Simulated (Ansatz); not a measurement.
# Al3Ru2: the cost of one run

Computed with Ansatz 0.2.0 (DFT PBEsol, scalar-relativistic, plane waves, PAW, unless a step's input says otherwise).

2 further runs of the same task are left out: 1 for a known fault of the program, 1 set aside as unsound or not needed.

### Step 1. The starting structure

It takes space group I4/mmm (No. 139, tetragonal). The conventional cell has a = 3.073 Å, b = 3.073 Å, c = 14.252 Å, α = 90.00°, β = 90.00°, γ = 90.00°. Al (site symmetry 4/mmm) is surrounded by 8 Ru at 2.64 Å and 2 Al at 2.76 Å. Al (site symmetry 4mm) has 5 Ru at 2.51 to 2.86 Å and 5 Al at 2.70 to 2.76 Å as nearest neighbours. Ru (site symmetry 4mm) has 9 Al at 2.51 to 2.86 Å as nearest neighbours.

Structure file:

```cif
data_structure
_symmetry_space_group_name_H-M 'P 1'
_symmetry_Int_Tables_number 1
_cell_length_a 7.4499
_cell_length_b 7.4499
_cell_length_c 7.4499
_cell_angle_alpha 156.192
_cell_angle_beta 156.192
_cell_angle_gamma 33.921
_cell_volume 67.31
loop_
_atom_site_label
_atom_site_type_symbol
_atom_site_fract_x
_atom_site_fract_y
_atom_site_fract_z
_atom_site_occupancy
Al1 Al 0.00000 0.00000 0.00000 1
Al2 Al 0.80626 0.80626 0.00000 1
Al3 Al 0.19374 0.19374 0.00000 1
Ru1 Ru 0.60566 0.60566 0.00000 1
Ru2 Ru 0.39434 0.39434 0.00000 1
```

It goes back to an entry of the Materials Project, which need not be the stable form.

This cell was relaxed beforehand with the same method: volume 13.46 Å³/atom, gap on the mesh none (metal).

### Step 2. Bulk reference on the slab's mesh

Input file input.yaml:

```yaml
crystal:
  lattice:
    - [3.0733627996, 0.0, 0.0]
    - [0.0, 3.0733627996, 0.0]
    - [1.5366813998, -1.5366813998, 7.1258323344]
  atoms:
    - { symbol: Al, position: [0.0, 0.0, 0.0] }
    - { symbol: Al, position: [0.1937432188, 0.8062567812, 0.6125135624] }
    - { symbol: Al, position: [0.8062567812, 0.1937432188, 0.3874864376] }
    - { symbol: Ru, position: [0.3943415867, 0.6056584133, 0.2113168265] }
    - { symbol: Ru, position: [0.6056584133, 0.3943415867, 0.7886831735] }
basis:
  ecutwfc: 420
kpoints:
  mp_grid: { grid: [11, 11, 5] }
hamiltonian:
  xc: pbesol
scf:
  occupations: { method: gaussian, width: 0.1 }
output:
  forces: true
  stress: true
  eigenvalues: true
```

Run with:

```
> ansatz run input.yaml --threads 1 --pin off --max-ram 2560MiB --backend cpu --events-out ev --progress --plain --runs-dir out
```

Q: Estimate wall time and peak memory on 1 thread of Intel Xeon at 2.50GHz (Skylake/Cascade Lake), shared host.

About 23 s, with a peak of 0.51 GiB.
